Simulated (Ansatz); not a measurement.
`ClB[TeH]` + `CCC=O` → `O=CBCl` + `CC[TeH]`  (formal exchange of groups at a B–Te bond)

Calculated with Ansatz (gas phase, PBE0-D4/def2-TZVP geometries, no zero-point term in ΔE). CCSD(T)/CBS is the MP2 limit (def2-TZVPP, def2-QZVPP) plus CCSD(T) − MP2 in def2-TZVPP, frozen cores. Functionals use def2-TZVPP. B3LYP here is the variant with VWN-RPA as its local correlation; programs differ in this. def2 core potentials past Kr. For Te outer-core shells are correlated without core-valence functions, which leaves a few kJ/mol of doubt a bond. Each species was taken in one conformer, which may not be the lowest.

Is it downhill or uphill in electronic energy at CCSD(T)/CBS, and by how much? (Best estimate.)

Ansatz gave: Uphill: ΔE = +100.9 kJ/mol.

What do these levels give: LDA (SPW92), revPBE-D4, BLYP-D4, B3LYP-D4, r2SCAN0-D4, ωB97X-V, ωB97M-V, r2SCAN0, BHLYP, MP2/def2-SVP, CCSD/def2-SVP, CCSD(T)/def2-SVP? (An estimate is asked.)

Ansatz gave: LDA (SPW92) 119.6, revPBE-D4 103.1, BLYP-D4 95.9, B3LYP-D4 100.0, r2SCAN0-D4 112.3, ωB97X-V 102.7, ωB97M-V 101.9, r2SCAN0 112.5, BHLYP 103.0, MP2/def2-SVP 114.3, CCSD/def2-SVP 110.5, CCSD(T)/def2-SVP 111.8 kJ/mol.

Largest T1 diagnostic among the species: 0.016.

From BLYP to BHLYP (50 % exact exchange), in def2-TZVPP and without D4, ΔE moves by +5.6 kJ/mol. Leaving LDA and LC-ωPBE aside and taking each functional with its dispersion term where it has one, the values spread over 16.4 kJ/mol, from BLYP-D4 to r2SCAN0-D4. LDA lies +11.5 kJ/mol from PBE without D4. At CCSD(T), def2-SVP lies +10.9 kJ/mol from the extrapolated value and def2-TZVPP +1.3 kJ/mol.
